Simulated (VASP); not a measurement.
Crystal: BN.

```
B N
1.0
     0.00000    3.49532    2.16609
     1.25163    0.00000    2.16609
     1.25163    3.49532    0.00000
B N
1 1
Direct
  0.00005 0.00005 0.99995
  0.66665 0.66665 0.33335
```

Measurements of this composition are mostly on another form, of space group No. 194.

```yaml
Program: VASP 6.6.1
Task: relaxation of cell and atoms
Functional: PBE
Dispersion: D3(BJ)
Potentials_or_basis: VASP PAW PBE potentials, release 64 (B, N)
Cutoff: 600 eV
k_mesh: 12 × 12 × 12
Occupations: gaussian, width 0.02 eV
Spin: no spin polarisation
```

At the start: pressure 0.7 GPa; volume 9.48 Å³/atom.

**Question.** Where does the relaxation end?

**Answer.** Over 35 steps the energy falls by 2.5 meV/atom and the volume is 8.99 Å³/atom (-5.2 %); space group Fmm2 (No. 42, to 0.05 Å).

Step by step:
| step | energy change (eV) | largest force (eV/Å) | pressure (GPa) | volume (Å³) |
| --- | --- | --- | --- | --- |
| 1 | 0.0000 | 0.0096 | 0.71 | 18.95 |
| 2 | 0.0004 | 0.0288 | -2.55 | 19.07 |
| 3 | -0.0005 | 0.0074 | -0.71 | 19.00 |
| 4 | -0.0011 | 0.0127 | -0.67 | 18.93 |
| 5 | -0.0025 | 0.0731 | -0.64 | 18.70 |
| 6 | -0.0041 | 0.1956 | -0.47 | 18.24 |
| 7 | -0.0043 | 0.1622 | -0.40 | 18.21 |
| 8 | -0.0048 | 0.0625 | -0.22 | 18.13 |
| 9 | -0.0047 | 0.1349 | 0.12 | 17.95 |
| 10 | -0.0049 | 0.0240 | -0.11 | 18.05 |
| 11 | -0.0049 | 0.0333 | -0.07 | 18.04 |
| 12 | -0.0049 | 0.0288 | -0.07 | 18.04 |
| 13 | -0.0049 | 0.0175 | -0.07 | 18.04 |
| 14 | -0.0049 | 0.0022 | -0.05 | 18.04 |
| 15 | -0.0049 | 0.0024 | -0.04 | 18.04 |
| 16 | -0.0049 | 0.0064 | -0.05 | 18.04 |
| 17 | -0.0049 | 0.0002 | -0.05 | 18.04 |
| 18 | -0.0049 | 0.0009 | -0.04 | 18.04 |
| 19 | -0.0049 | 0.0015 | -0.05 | 18.04 |
| 20 | -0.0049 | 0.0026 | -0.04 | 18.04 |
| 21 | -0.0049 | 0.0046 | -0.01 | 18.03 |
| 22 | -0.0049 | 0.0032 | -0.03 | 18.03 |
| 23 | -0.0049 | 0.0014 | -0.03 | 18.03 |
| 24 | -0.0050 | 0.0105 | -0.07 | 18.02 |
| 25 | -0.0049 | 0.0284 | -0.15 | 18.01 |
| 26 | -0.0050 | 0.0141 | -0.09 | 18.02 |
| 27 | -0.0050 | 0.0140 | -0.10 | 18.02 |
| 28 | -0.0050 | 0.0129 | -0.10 | 18.01 |
| 29 | -0.0050 | 0.0110 | -0.09 | 18.01 |
| 30 | -0.0050 | 0.0072 | -0.09 | 17.99 |
| 31 | -0.0050 | 0.0064 | -0.10 | 17.99 |
| 32 | -0.0050 | 0.0045 | -0.10 | 17.98 |
| 33 | -0.0050 | 0.0020 | -0.08 | 17.98 |
| 34 | -0.0050 | 0.0054 | 0.06 | 17.97 |
| 35 | -0.0050 | 0.0026 | 0.03 | 17.97 |

Final structure:
```
B N
1.0
     0.00000    3.30525    2.16830
     1.25386    0.00000    2.16830
     1.25386    3.30525    0.00000
B N
1 1
Cartesian
  1.2539 3.3053 0.0005
  1.2539 3.3053 2.8907
```
